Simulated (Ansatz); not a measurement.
SrF₂ (fluorite)

```
SrF2
1.0
    0.00000     5.85727     5.85727
    2.92864     2.92864     5.85727
    2.92864     2.92864     0.00000
Sr F
2 4
Direct
  0.00000   0.00000   0.00000
  0.50000   0.00000   0.00000
  0.00000   0.25000   0.25000
  0.50000   0.25000   0.25000
  0.00000   0.75000   0.75000
  0.50000   0.75000   0.75000
```

The atoms are displaced by Q × the pattern below (from a DFPT mode at X = (0.5, 0.5, 0.0), largest move 1; Q in Å), at fixed cell. (q is in reciprocal vectors of the primitive cell; the cell shown is doubled to hold the pattern.)

```tsv
atom	x	y	z
F3	0.000	0.000	1.000
F4	0.000	0.000	-1.000
F5	0.000	0.000	-1.000
F6	0.000	0.000	1.000
```

Atoms not listed stay in place.

Computed with PBE (plane waves to 420 eV, PAW, scalar-relativistic; Ansatz, a program for electronic structure). k mesh 10×10×10 (Γ-centred), Fermi-Dirac smearing 0.05 eV. SrF2 was relaxed with its symmetry unable to fall.

At one point of the scan the forces (eV/Å) are:

```csv
atom,Fx,Fy,Fz
Sr1,0.000,0.000,0.000
Sr2,0.000,0.000,0.000
F3,0.000,0.000,-0.761
F4,0.000,0.000,0.761
F5,0.000,0.000,0.761
F6,0.000,0.000,-0.761
```

Problem. Which point is it?
A) Q = 0.093 Å
B) Q = 0.233 Å
C) Q = 0.187 Å
D) Q = 0.047 Å

Solution. A, Q = 0.093 Å

(A displaced cell: forces are minus the slopes of the energy, force constants its curvatures, and phonons follow from these.)
